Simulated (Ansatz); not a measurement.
KCl, DFT, PBEsol, all-electron LAPW, scalar-relativistic (Ansatz 0.2.0), run on 1 thread of Arm Neoverse V1 on a shared host.

The cell is COD entry 1000050, as deposited and not checked against the literature; nothing was relaxed. The listed cell was then made from it by scaling, straining or moving an atom.

Command: `ansatz run input.yaml --threads 1 --pin off --max-ram 3072MiB --backend cpu --events-out ev --progress --plain --runs-dir out`

```yaml
crystal:
  lattice:
    - [3.56132, 0.0, 0.0]
    - [0.0, 3.56132, 0.0]
    - [0.0, 0.0, 3.634]
  atoms:
    - { symbol: K, position: [0.0, 0.0, 0.0] }
    - { symbol: Cl, position: [0.5, 0.5, 0.5] }
kpoints:
  mp_grid: { grid: [7, 7, 7] }
  band_path:
    path:
      - [0.0, 0.0, 0.0]
      - [0.0, 0.5, 0.0]
      - [0.5, 0.5, 0.0]
      - [0.0, 0.0, 0.0]
      - [0.0, 0.0, 0.5]
      - [0.0, 0.5, 0.5]
      - [0.5, 0.5, 0.5]
      - [0.0, 0.0, 0.5]
      - [0.0, 0.5, 0.0]
    npoints: 5
scf:
  occupations: { method: fermi_dirac, width: 0.01 }
hamiltonian:
  xc: pbesol
  pseudopotentials: { kind: all_electron, lapw: { basis_error: 0.001 } }
output:
  forces: true
  stress: true
  eigenvalues: true
```

Q: How large is the problem that the program sets up?

A: 40 irreducible k-points, 179 plane waves at Γ, 16 bands.

Q: About how long does it take, and how much memory does it use?

A: 5.5 s of wall time for 6 SCF iterations, with a peak of 0.24 GiB. Times on shared machines scatter by tens of per cent.
